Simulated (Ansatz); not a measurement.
Runs of Ansatz 0.2.0 on TiB2. Symmetry: P6/mmm, No. 191, hexagonal system. The conventional cell has a = 3.029 Å, b = 3.029 Å, c = 3.228 Å, α = 90.00°, β = 90.00°, γ = 120.00°. Ti (site symmetry 6/mmm) has 12 B at 2.38 Å as nearest neighbours. Around B (site symmetry -6m2) lie 3 B at 1.75 Å. 

```csv
task,level,cell,k mesh,smearing,gap on the mesh (eV),pressure (GPa),relaxed volume (Å³/atom)
single point,PBE,as given,10 × 10 × 8,gaussian 0.029 eV,none,0.3,-
phonons,LDA,as given,7 × 7 × 6,fermi-dirac 0.05 eV,none,-,-
single point,PBE,as given,10 × 10 × 8,gaussian 0.03 eV,none,0.3,-
relaxation of cell and atoms,BLYP+D3(BJ),relaxed,10 × 10 × 8,fermi-dirac 0.05 eV,-,0.0,8.18
relaxation of cell and atoms,BLYP+D4,relaxed,10 × 10 × 8,fermi-dirac 0.05 eV,-,0.0,(a)
```

Alike in all rows: potentials or basis Ansatz PAW; no spin polarisation; cutoff (eV) 420.

Q: Estimate the missing entries.

A: (a) 8.27.

Caveats: the PAW data sets come from PBE, with cores solved anew for the run's functional, which leaves a small shift of forces and pressure (some runs); the plane-wave basis is chosen anew once the cell has moved, so the energies of steps on either side of that aren't comparable (some runs).

A gap of «none» marks a metal or a gap under the smearing width.
